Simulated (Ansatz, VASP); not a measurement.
## PbO2: VASP beside Ansatz

File INCAR:

```
SYSTEM = PbO2
PREC = Accurate
ENCUT = 520
EDIFF = 1E-7
ISMEAR = -1
SIGMA = 0.05
LREAL = .False.
LASPH = .True.
NELM = 80
ALGO = Normal
ISIF = 2
LWAVE = .False.
LCHARG = .False.
GGA = PE
NBANDS = 35
```

Contents of KPOINTS:

```
regular mesh
0
Gamma
  6 6 8
  0 0 0
```

File POSCAR:

```
PbO2
1.0
    5.0929251309      0.0000000000      0.0000000000
    0.0000000000      5.0929251309      0.0000000000
    0.0000000000      0.0000000000      3.4758610905
Pb O
2 4
Direct
    0.5000000000      0.5000000000      0.5000000000
    0.0000000000      0.0000000000      0.0000000000
    0.6925710400      0.6925710400      0.0000000000
    0.8074289600      0.1925710400      0.5000000000
    0.1925710400      0.8074289600      0.5000000000
    0.3074289600      0.3074289600      0.0000000000
```

The input input.yaml:

```yaml
crystal:
  lattice:
    - [5.0929251309, 0.0, 0.0]
    - [0.0, 5.0929251309, 0.0]
    - [0.0, 0.0, 3.4758610905]
  atoms:
    - { symbol: Pb, position: [0.5, 0.5, 0.5] }
    - { symbol: Pb, position: [0.0, 0.0, 0.0] }
    - { symbol: O, position: [0.69257104, 0.69257104, 0.0] }
    - { symbol: O, position: [0.80742896, 0.19257104, 0.5] }
    - { symbol: O, position: [0.19257104, 0.80742896, 0.5] }
    - { symbol: O, position: [0.30742896, 0.30742896, 0.0] }
hamiltonian:
  xc: pbe
  pseudopotentials: { kind: paw }
kpoints:
  mp_grid: { grid: [6, 6, 8] }
scf:
  occupations: { method: fermi_dirac, width: 0.05 }
output:
  forces: true
  stress: true
  eigenvalues: true
  write_density: true
  write_potential: true
  elf: true
  volumetric_format: npy
```

Change from the starting cell: volume scaled by 1.06.

Alike in both runs: task single point; functional PBE; k mesh 6 × 6 × 8; occupations fermi-dirac, width 0.05 eV; no spin polarisation.

|  | VASP | Ansatz |
| --- | --- | --- |
| version | VASP 6.6.1 | Ansatz 0.2.0 |
| potentials or method | VASP PAW PBE potentials, release 64 (Pb_d, O) | Ansatz PAW |
| plane-wave cutoff (eV) | 520 | 420 |
| valence electrons in the cell | 52 | 52 |

```csv
,VASP,Ansatz,Ansatz less VASP
gap on the k mesh at the Fermi level (eV),none,none,-
pressure (GPa),-1.7,-1.9,-0.21
largest component of the traceless stress (GPa),0.69,0.81,+0.117
rms of the force components (eV/Å),0.035,0.039,+0.0041
```

Atom by atom the forces differ by 0.004 eV/Å (rms over components). A gap of «none» marks a metal or a gap that the smearing closes.

Caveats: the pressure holds a Pulay correction of +0.6 GPa for the finite cutoff (Ansatz). The runs have no spin-orbit coupling, so splittings on Pb are missing.
